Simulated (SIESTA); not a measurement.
Set up this calculation in SIESTA 5.4.2, as the native input.

```
Task                : band structure
Functional          : PBEsol
Potentials or basis : PseudoDojo 0.4 standard (PBEsol files)
Basis               : DZP (energy shift 0.003 Ry; two zetas on semicore shells)
Grid cutoff         : 500 Ry
Energy shift        : 0.003 Ry
k mesh              : 6 × 6 × 9
Occupations         : fermi-dirac, width 0.05 eV
Spin                : no spin polarisation
```

Crystal: Bi.

```xyz
2
Lattice="3.4886 -3.1326 0.0000 3.4886 3.1326 0.0000 -1.2602 0.0000 2.9890" Properties=species:S:1:pos:R:3 pbc="T T T"
Bi    4.1738    0.0000    2.5627
Bi    1.5432    0.0000    0.4263
```

The cell isn't the ideal one: cell strained along z.

One way to write it, as run:

Bi.fdf

```
SystemName                      Bi
SystemLabel                     Bi
NumberOfSpecies                 1
NumberOfAtoms                   2
%block ChemicalSpeciesLabel
  1  83 Bi
%endblock ChemicalSpeciesLabel

LatticeConstant                 1.0 Ang
%block LatticeVectors
     3.4885980000    -3.1325780000     0.0000000000
     3.4885980000     3.1325780000     0.0000000000
    -1.2602350000     0.0000000000     2.9890080000
%endblock LatticeVectors
AtomicCoordinatesFormat         Fractional
%block AtomicCoordinatesAndAtomicSpecies
     0.7530610000     0.7530610000     0.8573820000  1  Bi
     0.2469390000     0.2469390000     0.1426180000  1  Bi
%endblock AtomicCoordinatesAndAtomicSpecies

%block kgrid.MonkhorstPack
    6   0   0  0.0
    0   6   0  0.0
    0   0   9  0.0
%endblock kgrid.MonkhorstPack
XC.Functional                   GGA
XC.Authors                      PBEsol
PAO.BasisSize                   DZP
PAO.EnergyShift                 0.003 Ry
Mesh.Cutoff                     500 Ry
OccupationFunction              FD
ElectronicTemperature           0.05 eV
MaxSCFIterations                120
SCF.MustConverge                false
SCF.Mixer.Method                Pulay
SCF.Mixer.Weight                0.25
SCF.Mixer.History               8
SCF.DM.Tolerance                5.0e-05
SCF.H.Tolerance                 1.0e-03 eV
WriteForces                     true
Charge.Mulliken                 end
BandLinesScale                  ReciprocalLatticeVectors
%block BandLines
    1    0.000000   0.000000   0.000000  \Gamma
   10   -0.560055  -0.560055  -0.387995  Y
    4   -0.269566  -0.269566  -0.583243  F
   17   -0.850543  -0.850543   0.807254  H
   10    0.000000   0.000000   0.500000  Z
    6   -0.500000   0.500000   0.500000  I
    3   -0.730434   0.269566   0.583243  F1
    1   -0.149457   0.850543  -0.807254  H1
    4   -0.439945   0.560055  -0.612005  Y1
    8   -0.500000   0.500000   0.000000  X
    6    0.000000   0.000000   0.000000  \Gamma
    9   -0.500000   0.000000  -0.500000  N
    1   -0.500000   0.000000   0.000000  M
    4    0.000000   0.000000   0.000000  \Gamma
%endblock BandLines
%block PAO.Basis
  Bi 4
  n=6 0 2
    5.772 0.000
  n=6 1 2
    8.065 0.000
  n=5 2 2
    3.889 0.000
  n=6 2 1
    8.065
%endblock PAO.Basis
```

Potentials or basis: PseudoDojo 0.4 standard (PBEsol files), DZP (energy shift 0.003 Ry; two zetas on semicore shells).

Command:

```sh
$ siesta < Bi.fdf > Bi.out 2>&1
```

Results of the run:

The pressure is 0.3 GPa. The largest force is 0.022 eV/Å and the band gap on the k mesh is none (metal or under the smearing width).

Caveat: spin-orbit coupling is left out, which moves the levels of the heavy elements; the basis of atomic orbitals isn't converged, which shifts pressures, moduli and gaps.

Wall time 23 s on 1 thread of Intel(R) Xeon(R) 6975P-C (Granite Rapids), with other jobs on the host, peak memory 0.29 GiB.
